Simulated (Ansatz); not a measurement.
# Al5P6: the cost of one run

Program: Ansatz 0.2.0. Level of theory: DFT PBE, scalar-relativistic, plane waves, PAW. These are calculated values, not measurements.

The COD entry's cell or inner coordinates are ideal or old and differ from later refinements, so a difference from it is no clean test against experiment.

1 further run of the same task is left out (set aside as unsound or not needed).

## (1) The system as given

It takes space group F-43m (No. 216, cubic). The conventional cell has a = 5.507 Å, b = 5.507 Å, c = 5.507 Å, α = 90.00°, β = 90.00°, γ = 90.00°. Al (site symmetry -43m) is surrounded by 4 P at 2.38 Å. P (site symmetry -43m) is surrounded by 4 Al at 2.38 Å.

As a file:

```cif
data_structure
_symmetry_space_group_name_H-M 'F-43m'
_symmetry_Int_Tables_number 216
_cell_length_a 5.5068
_cell_length_b 5.5068
_cell_length_c 5.5068
_cell_angle_alpha 90.000
_cell_angle_beta 90.000
_cell_angle_gamma 90.000
_cell_volume 166.99
loop_
_atom_site_label
_atom_site_type_symbol
_atom_site_symmetry_multiplicity
_atom_site_Wyckoff_symbol
_atom_site_fract_x
_atom_site_fract_y
_atom_site_fract_z
_atom_site_occupancy
Al1 Al 4 a 0.00000 0.00000 0.00000 1
P1 P 4 c 0.25000 0.25000 0.25000 1
```

This cell was relaxed beforehand with the same method: volume 20.87 Å³/atom, gap on the mesh 1.63 eV.

The bulk reference comes from a run made before at the same settings: -647.2216 eV/atom.

## (2) The (100) slab

Planes are indexed in the bulk's conventional cell (F-43m (No. 216)), a = 5.507 Å, b = 5.507 Å, c = 5.507 Å, α = 90.00°, β = 90.00°, γ = 90.00°.

The slab is a (100) slab, 13.8 Å thick as cut, with 15 Å of vacuum; its outer planes are P (top) and P (bottom).

The slab as cut. Layers, bottom to top:

| plane | atoms per cell | height over the lowest (Å) |
| --- | --- | --- |
| 1 | P | 0.00 |
| 2 | Al | 1.38 |
| 3 | P | 2.75 |
| 4 | Al | 4.13 |
| 5 | P | 5.51 |
| 6 | Al | 6.88 |
| 7 | P | 8.26 |
| 8 | Al | 9.64 |
| 9 | P | 11.01 |
| 10 | Al | 12.39 |
| 11 | P | 13.77 |

## (3) The slab as cut, atoms at the bulk's places

A dipole layer in the vacuum cancels the field that periodic copies would set up if the slab's two faces differ.

Contents of input.yaml:

```yaml
crystal:
  lattice:
    - [3.8938964335, 0.0, 0.0]
    - [0.0, 3.8938964335, 0.0]
    - [0.0, 0.0, 28.7670028668]
  atoms:
    - { symbol: P, position: [0.0, 0.5, 0.2607153771] }
    - { symbol: Al, position: [0.5, 0.5, 0.3085723017] }
    - { symbol: P, position: [0.5, 0.0, 0.3564292263] }
    - { symbol: Al, position: [0.0, 0.0, 0.4042861508] }
    - { symbol: P, position: [0.0, 0.5, 0.4521430754] }
    - { symbol: Al, position: [0.5, 0.5, 0.5] }
    - { symbol: P, position: [0.5, 0.0, 0.5478569246] }
    - { symbol: Al, position: [0.0, 0.0, 0.5957138492] }
    - { symbol: P, position: [0.0, 0.5, 0.6435707737] }
    - { symbol: Al, position: [0.5, 0.5, 0.6914276983] }
    - { symbol: P, position: [0.5, 0.0, 0.7392846229] }
basis:
  ecutwfc: 420
kpoints:
  mp_grid: { grid: [7, 7, 1] }
hamiltonian:
  xc: pbe
scf:
  occupations: { method: gaussian, width: 0.05 }
output:
  forces: true
  stress: true
  eigenvalues: true
  write_density: true
  write_potential: true
  elf: true
  volumetric_format: npy
efield:
  axis: 3
  dipole_correction: true
  ramp_width: 0.04
```

Started as:

```console
$ ansatz run input.yaml --threads 1 --pin off --max-ram 2560MiB --backend cpu --events-out ev --progress --plain --runs-dir out
```

**Question.** How long does this run take on 1 thread of Arm Neoverse V1, shared host, and how much memory does it need?

About 40 s, with a peak of 0.55 GiB.
